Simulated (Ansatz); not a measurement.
SrO, one cell by several methods

```
Sr O
1.0
     0.00000    2.56980    2.56980
     2.56980    0.00000    2.56980
     2.56980    2.56980    0.00000
Sr O
1 1
Cartesian
  0.0000 0.0000 0.0000
  2.5698 2.5698 2.5698
```

Atoms are numbered in the order listed.

The cell is COD entry 1100027, as deposited and not checked against the literature; nothing was relaxed. It is an old determination, and later ones may differ.

All numbers are computed: DFT, LDA, PAW with Ansatz's default frozen-core files, scalar-relativistic (Ansatz 0.2.0); DFT, LDA, all-electron LAPW, scalar-relativistic (Ansatz 0.2.0).

For PAW: a Γ-centred 8×8×8 k mesh, Fermi–Dirac smearing of 0.02 eV, cutoff 420 eV, no spin polarisation; the PAW files were made with PBE, and the program remakes their frozen cores for this functional. LAPW targets a basis error of 0.25 meV/atom. The Ansatz runs share mesh, smearing and spin set-up. Plane-wave (PAW) pressures include the program's estimate of the Pulay term.

Stress and pressure are positive in compression.

Levels count from the top of the valence band.

PAW results:

| quantity | PAW |
| --- | --- |
| pressure (GPa) | -4.18 |
| band gap (eV) | 3.157 |
| highest filled level at W (eV) | -0.419 |
| lowest empty level at W (eV) | 5.929 |
| highest filled level at L (eV) | -1.133 |
| lowest empty level at L (eV) | 6.492 |
| highest filled level at U (eV) | -0.450 |
| lowest empty level at U (eV) | 4.686 |

What does LAPW (all electrons) give for the same quantities?


```csv
quantity,LAPW
pressure (GPa),-4.17
band gap (eV),3.156
highest filled level at W (eV),-0.418
lowest empty level at W (eV),5.929
highest filled level at L (eV),-1.133
lowest empty level at L (eV),6.495
highest filled level at U (eV),-0.449
lowest empty level at U (eV),4.685
```
